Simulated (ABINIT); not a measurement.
# BaTiO3 (Pm-3m) in ABINIT: further runs

One crystal, BaTiO3, is run at these levels: PBE, LDA; tasks: dielectric tensor, positron lifetime, optical spectrum.

All numbers are computed with ABINIT 10.8.3 (patched build); they aren't measurements. Logs are shortened: lines on timing, memory, paths and dates and some standing lists are left out, and cuts for length are marked. The log counts tension as positive stress, the text compression.

## (1) The structure

It takes space group Pm-3m (No. 221, cubic). The conventional cell has a = 4.006 Å, b = 4.006 Å, c = 4.006 Å, α = 90.00°, β = 90.00°, γ = 90.00°. Around Ba (site symmetry m-3m) lie 12 O at 2.83 Å. Ti (site symmetry m-3m) is surrounded by 6 O at 2.00 Å. O (site symmetry 4/mmm) is surrounded by 2 Ti at 2.00 Å.

## (2) Dielectric tensor, PBE

run.abi reads:

```
ndtset 3

pp_dirpath "./"
pseudos "Ba.upf, Ti.upf, O.upf"

acell 3*1.0
rprim
     7.5702428553     0.0000000000     0.0000000000
     0.0000000000     7.5702428553     0.0000000000
     0.0000000000     0.0000000000     7.5702428553
ntypat 3
znucl 56 22 8
natom 5
typat 1 2 3 3 3
xred
            1/2            1/2            1/2
            0.0            0.0            0.0
            0.0            0.0            1/2
            0.0            1/2            0.0
            1/2            0.0            0.0

ecut 952.398519 eV

ngkpt 4 4 4
nshiftk 1
shiftk 0.5 0.5 0.5

ixc 11

nband 20
occopt 1

nstep 80
diemac 6.0

prteig 0
prtebands 0
prtwf 0
prtden 0
prtpot 0

kptopt1 1
tolvrs1 1.0e-15
prtwf1 1

iscf2 -3
rfelfd2 2
rfdir2 1 1 1
getwfk2 1
kptopt2 2
nqpt2 1
qpt2 0.0 0.0 0.0
tolwfr2 1.0e-18
prtwf2 1

rfelfd3 3
rfdir3 1 1 1
getwfk3 1
getddk3 2
kptopt3 2
nqpt3 1
qpt3 0.0 0.0 0.0
tolvrs3 1.0e-8
```

mrgddb.in reads:

```
merged_DDB
BaTiO3
2
runo_DS1_DDB
runo_DS3_DDB
```

anaddb.abi reads:

```
ddb_filepath "merged_DDB"
output_file "anaddb.abo"
outdata_prefix "ana"
asr 1
chneut 1
dipdip 1
dieflag 2
enunit 0
```

Potentials or basis: PseudoDojo NC SR PBE v0.4.1 standard.

The run is started by

```sh
$ abinit run.abi > log 2>&1
$ mrgddb < mrgddb.in > mrgddb.log 2>&1
$ anaddb anaddb.abi > anaddb.log 2>&1
```

run.abo:

```text
.Version 10.8.3 of ABINIT
 DATASET    1 : space group Pm -3 m (#221); Bravais cP (primitive cubic)
================================================================================
 Values of the parameters that define the memory need for DATASET  1.
     intxc =       0    ionmov =       0      iscf =       7    lmnmax =       6
     lnmax =       6     mgfft =      45  mpssoang =       3    mqgrid =    3001
     natom =       5  nloc_mem =       1    nspden =       1   nspinor =       1
    nsppol =       1      nsym =      48    n1xccc =    2501    ntypat =       3
    occopt =       1   xclevel =       2
       mpw =        4311          nfft =       91125          nkpt =           4
================================================================================
================================================================================

 DATASET    2 : space group Pm -3 m (#221); Bravais cP (primitive cubic)
================================================================================
 Values of the parameters that define the memory need for DATASET  2 (RF).
     intxc =       0      iscf =      -3    lmnmax =       6     lnmax =       6
     mgfft =      45  mpssoang =       3    mqgrid =    3001     natom =       5
  nloc_mem =       1    nspden =       1   nspinor =       1    nsppol =       1
      nsym =      48    n1xccc =    2501    ntypat =       3    occopt =       1
   xclevel =       2
      nfft =       91125          nkpt =          32
================================================================================
================================================================================

 DATASET    3 : space group Pm -3 m (#221); Bravais cP (primitive cubic)
================================================================================
 Values of the parameters that define the memory need for DATASET  3 (RF).
     intxc =       0      iscf =       7    lmnmax =       6     lnmax =       6
     mgfft =      45  mpssoang =       3    mqgrid =    3001     natom =       5
  nloc_mem =       1    nspden =       1   nspinor =       1    nsppol =       1
      nsym =      48    n1xccc =    2501    ntypat =       3    occopt =       1
   xclevel =       2
      nfft =       91125          nkpt =          32
================================================================================
================================================================================

--------------------------------------------------------------------------------
------------- Echo of variables that govern the present computation ------------
--------------------------------------------------------------------------------
 -outvars: echo values of preprocessed input variables --------
            acell      1.0000000000E+00  1.0000000000E+00  1.0000000000E+00 Bohr
              amu      1.37327000E+02  4.78800000E+01  1.59994000E+01
           diemac      6.00000000E+00
             ecut      3.50000000E+01 Hartree
           getddk1          0
           getddk2          0
           getddk3          2
           getwfk1          0
           getwfk2          1
           getwfk3          1
             iscf1          7
             iscf2         -3
             iscf3          7
              ixc          11
           jdtset        1    2    3
           kptopt1          1
           kptopt2          2
           kptopt3          2
         kptrlatt        4    0    0      0    4    0      0    0    4
          kptrlen      3.02809714E+01
            natom           5
            nband1         20
            nband2         20
            nband3         20
           ndtset           3
            ngfft          45      45      45
             nkpt1          4
             nkpt2         32
             nkpt3         32
             nqpt1          0
             nqpt2          1
             nqpt3          1
            nstep          80
             nsym          48
           ntypat           3
        optdriver1          0
        optdriver2          1
        optdriver3          1
           prtden           0
        prtebands           0
           prteig           0
            prtwf1          1
            prtwf2          1
            prtwf3          0
           rfelfd1          0
           rfelfd2          2
           rfelfd3          3
            rprim      7.5702428553E+00  0.0000000000E+00  0.0000000000E+00
                       0.0000000000E+00  7.5702428553E+00  0.0000000000E+00
                       0.0000000000E+00  0.0000000000E+00  7.5702428553E+00
           shiftk      5.00000000E-01  5.00000000E-01  5.00000000E-01
          spgroup         221
           tolvrs1     1.00000000E-15
           tolvrs2     0.00000000E+00
           tolvrs3     1.00000000E-08
           tolwfr1     0.00000000E+00
           tolwfr2     1.00000000E-18
           tolwfr3     0.00000000E+00
[... 559 lines left out ...]

 The perturbation idir=   3  ipert=   7 is
 symmetric of a previously calculated perturbation.
 So, its SCF calculation is not needed.

--------------------------------------------------------------------------------
 Perturbation wavevector (in red.coord.)   0.000000  0.000000  0.000000
 Perturbation : homogeneous electric field along direction   1
 The set of symmetries contains only one element for this perturbation.
 symkpt : not enough symmetry to change the number of k points.

--------------------------------------------------------------------------------

--------------------------------------------------------------------------------

 Initialisation of the first-order wave-functions :
  ireadwf=   0

--- !BeginCycle
iteration_state: {dtset: 3, }
solver: {iscf: 7, nstep: 80, nline: 4, wfoptalg: 0, }
tolerances: {tolvrs: 1.00E-08, }
...

     iter   2DEtotal(Ha)        deltaE(Ha) residm    vres2
-ETOT  1  -111.66915458508     -1.117E+02 8.839E+00 8.464E+03
 ETOT  2  -124.56846542466     -1.290E+01 9.354E-01 8.221E+02
 ETOT  3  -126.78531903680     -2.217E+00 4.849E-01 4.422E+01
 ETOT  4  -127.22992504622     -4.446E-01 1.090E-01 9.588E+00
 ETOT  5  -127.34465978724     -1.147E-01 4.960E-02 3.548E-01
 ETOT  6  -127.37575852857     -3.110E-02 1.153E-02 8.869E-02
 ETOT  7  -127.38494073114     -9.182E-03 5.909E-03 5.356E-02
 ETOT  8  -127.38773776949     -2.797E-03 1.309E-03 6.102E-03
 ETOT  9  -127.38861156215     -8.738E-04 7.437E-04 1.217E-03
 ETOT 10  -127.38889368074     -2.821E-04 1.564E-04 6.797E-04
 ETOT 11  -127.38898634040     -9.266E-05 9.614E-05 5.004E-04
 ETOT 12  -127.38901775450     -3.141E-05 1.946E-05 1.629E-04
 ETOT 13  -127.38902847806     -1.072E-05 1.270E-05 1.264E-04
 ETOT 14  -127.38903223683     -3.759E-06 2.506E-06 3.758E-05
 ETOT 15  -127.38903354367     -1.307E-06 1.694E-06 1.610E-05
 ETOT 16  -127.38903401146     -4.678E-07 3.291E-07 1.695E-06
 ETOT 17  -127.38903417619     -1.647E-07 2.276E-07 1.536E-06
 ETOT 18  -127.38903423598     -5.980E-08 4.382E-08 8.646E-07
 ETOT 19  -127.38903425744     -2.146E-08 3.065E-08 2.628E-07
 ETOT 20  -127.38903426527     -7.826E-09 5.826E-09 1.159E-07
 ETOT 21  -127.38903426809     -2.823E-09 4.142E-09 1.013E-07
 ETOT 22  -127.38903426915     -1.059E-09 7.854E-10 3.773E-09

 At SCF step   22       vres2   =  3.77E-09 < tolvrs=  1.00E-08 =>converged.
-open ddk wf file :runo_DS2_1WF16
-open ddk wf file :runo_DS2_1WF17
-open ddk wf file :runo_DS2_1WF18
================================================================================

 ----iterations are completed or convergence reached----

 Mean square residual over all n,k,spin=   51.288E-13; max=  78.542E-11

 2DEtotal=   -0.1273890343E+03 Ha. Also 2DEtotal=   -0.346643221500E+04 eV
    (  non-var. 2DEtotal :   -1.2738896144E+02 Ha)
================================================================================

 ---- first-order wavefunction calculations are completed ----

 ==> Compute Derivative Database <==
 The violation of the charge neutrality conditions
 by the effective charges is as follows :
    atom        electric field
 displacement     direction
       1               1        0.176344        0.000000
       1               2        0.000000        0.000000
       1               3        0.000000        0.000000
       2               1        0.000000        0.000000
       2               2        0.176344        0.000000
       2               3        0.000000        0.000000
       3               1        0.000000        0.000000
       3               2        0.000000        0.000000
       3               3        0.176344        0.000000

 Effective charge tensors after
 imposition of the charge neutrality (if requested by user),
 and eventual restriction to some part :
   atom    displacement
         1         1    2.712554E+00    0.000000E+00    0.000000E+00
         1         2    0.000000E+00    2.712554E+00    0.000000E+00
         1         3    0.000000E+00    0.000000E+00    2.712554E+00
         2         1    7.098592E+00    0.000000E+00    0.000000E+00
         2         2    0.000000E+00    7.098592E+00    0.000000E+00
         2         3    0.000000E+00    0.000000E+00    7.098592E+00
         3         1   -2.117952E+00    0.000000E+00    0.000000E+00
         3         2    0.000000E+00   -2.117952E+00    0.000000E+00
         3         3    0.000000E+00    0.000000E+00   -5.575243E+00
         4         1   -2.117952E+00    0.000000E+00    0.000000E+00
         4         2    0.000000E+00   -5.575243E+00    0.000000E+00
         4         3    0.000000E+00    0.000000E+00   -2.117952E+00
         5         1   -5.575243E+00    0.000000E+00    0.000000E+00
         5         2    0.000000E+00   -2.117952E+00    0.000000E+00
         5         3    0.000000E+00    0.000000E+00   -2.117952E+00
 Now, the imaginary part of the dynamical matrix is zeroed

  Dielectric tensor, in cartesian coordinates,
     j1       j2             matrix element
  dir pert dir pert     real part    imaginary part

   1    7   1    7         6.3563890345        -0.0000000000

   2    7   2    7         6.3563890345        -0.0000000000

   3    7   3    7         6.3563890345        -0.0000000000

  Effective charges, in cartesian coordinates,
  (from electric field response)
   if specified in the inputs, charge neutrality has been imposed
     j1       j2             matrix element
  dir pert dir pert     real part    imaginary part

   1    1   1    7         2.7125544883         0.0000000000
   1    2   1    7         7.0985921336         0.0000000000
   1    3   1    7        -2.1179518010         0.0000000000
   1    4   1    7        -2.1179518010         0.0000000000
   1    5   1    7        -5.5752430225         0.0000000000
[... 7 lines left out ...]
   3    1   3    7         2.7125544883         0.0000000000
   3    2   3    7         7.0985921336         0.0000000000
   3    3   3    7        -5.5752430225         0.0000000000
   3    4   3    7        -2.1179518010         0.0000000000
   3    5   3    7        -2.1179518010         0.0000000000

== END DATASET(S) ==============================================================
================================================================================

 -outvars: echo values of variables after computation  --------
            acell      1.0000000000E+00  1.0000000000E+00  1.0000000000E+00 Bohr
           etotal1    -1.3738428484E+02
           etotal2    -2.7666638063E+01
           etotal3    -1.2738903427E+02
            fcart1    -0.0000000000E+00 -0.0000000000E+00 -0.0000000000E+00
                      -0.0000000000E+00 -0.0000000000E+00 -0.0000000000E+00
                      -0.0000000000E+00 -0.0000000000E+00 -0.0000000000E+00
                      -0.0000000000E+00 -0.0000000000E+00 -0.0000000000E+00
                      -0.0000000000E+00 -0.0000000000E+00 -0.0000000000E+00
            fcart3     0.0000000000E+00  0.0000000000E+00  0.0000000000E+00
                       0.0000000000E+00  0.0000000000E+00  0.0000000000E+00
                       0.0000000000E+00  0.0000000000E+00  0.0000000000E+00
                       0.0000000000E+00  0.0000000000E+00  0.0000000000E+00
                       0.0000000000E+00  0.0000000000E+00  0.0000000000E+00
            rprim      7.5702428553E+00  0.0000000000E+00  0.0000000000E+00
                       0.0000000000E+00  7.5702428553E+00  0.0000000000E+00
                       0.0000000000E+00  0.0000000000E+00  7.5702428553E+00
           strten1    -1.4702104935E-05 -1.4702104935E-05 -1.4702104935E-05
                       0.0000000000E+00  0.0000000000E+00  0.0000000000E+00
           strten3     0.0000000000E+00  0.0000000000E+00  0.0000000000E+00
                       0.0000000000E+00  0.0000000000E+00  0.0000000000E+00
           xangst      2.0029999987E+00  2.0029999987E+00  2.0029999987E+00
                       0.0000000000E+00  0.0000000000E+00  0.0000000000E+00
                       0.0000000000E+00  0.0000000000E+00  2.0029999987E+00
                       0.0000000000E+00  2.0029999987E+00  0.0000000000E+00
                       2.0029999987E+00  0.0000000000E+00  0.0000000000E+00
             xred      5.0000000000E-01  5.0000000000E-01  5.0000000000E-01
                       0.0000000000E+00  0.0000000000E+00  0.0000000000E+00
                       0.0000000000E+00  0.0000000000E+00  5.0000000000E-01
                       0.0000000000E+00  5.0000000000E-01  0.0000000000E+00
                       5.0000000000E-01  0.0000000000E+00  0.0000000000E+00
 Calculation completed.
```

Wall time 16 min (1 thread of Intel Xeon Platinum 8488C (Sapphire Rapids), shared host); peak memory 0.22 GiB.

What came out:

- Free energy: -3738.4168 eV
- Electronic dielectric tensor (diagonal): 6.36
- Born charges (mean of the diagonal): Ba +2.71; Ti +7.10; O -3.27 e

Electronic dielectric tensor:
```
6.36 0.00 0.00
0.00 6.36 0.00
0.00 0.00 6.36
```

Born effective charge tensors (e):
atom 1, Ba
```
2.71 0.00 0.00
0.00 2.71 0.00
0.00 0.00 2.71
```
atom 2, Ti
```
7.10 0.00 0.00
0.00 7.10 0.00
0.00 0.00 7.10
```
atom 3, O
```
-2.12  0.00  0.00
 0.00 -2.12  0.00
 0.00  0.00 -5.58
```
atom 4, O
```
-2.12  0.00  0.00
 0.00 -5.58  0.00
 0.00  0.00 -2.12
```
atom 5, O
```
-5.58  0.00  0.00
 0.00 -2.12  0.00
 0.00  0.00 -2.12
```

Caveat: the k mesh is coarse (spacing up to 0.39 Å⁻¹), so the values aren't converged; the k mesh is coarse for a field response (the Born charges miss neutrality), so dielectric values overshoot; this release of the barium file is off.

(Part 1 of 3 ends here.)
